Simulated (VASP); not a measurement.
GaP, 2 atoms in the cell. The structure is cubic, space group F-43m (No. 216). Conventional cell: a = 5.451 Å, b = 5.451 Å, c = 5.451 Å, α = 90.00°, β = 90.00°, γ = 90.00°. Around Ga (site symmetry -43m) lie 4 P at 2.36 Å. P (site symmetry -43m) is surrounded by 4 Ga at 2.36 Å. 

* Program: VASP 6.6.1
* Task: single point
* Functional: PBE
* Potentials or basis: VASP PAW PBE potentials, release 64 (Ga_d, P)
* Cutoff: 750 eV
* k mesh: 10 × 10 × 10
* Occupations: gaussian, width 0.02 eV
* Spin: spin-orbit coupling, no magnetisation
* Further INCAR settings: ALGO = Normal; EDIFF = 1e-08; NBANDS = 34

Potentials or basis: VASP PAW PBE potentials, release 64 (Ga_d, P).

Command:

```sh
$ cat potpaw_PBE.64/Ga_d/POTCAR potpaw_PBE.64/P/POTCAR > POTCAR
$ mpirun -np 1 vasp_ncl > vasp.out
```

Hardware: 1 thread of Intel(R) Xeon(R) 6975P-C (Granite Rapids), on a shared host.

How long does it take, and how much memory?

Run time: 4.8 min on 1 thread of Intel(R) Xeon(R) 6975P-C (Granite Rapids) (shared host), peak memory 0.52 GiB. Counts: scf iterations 16, k points 73.
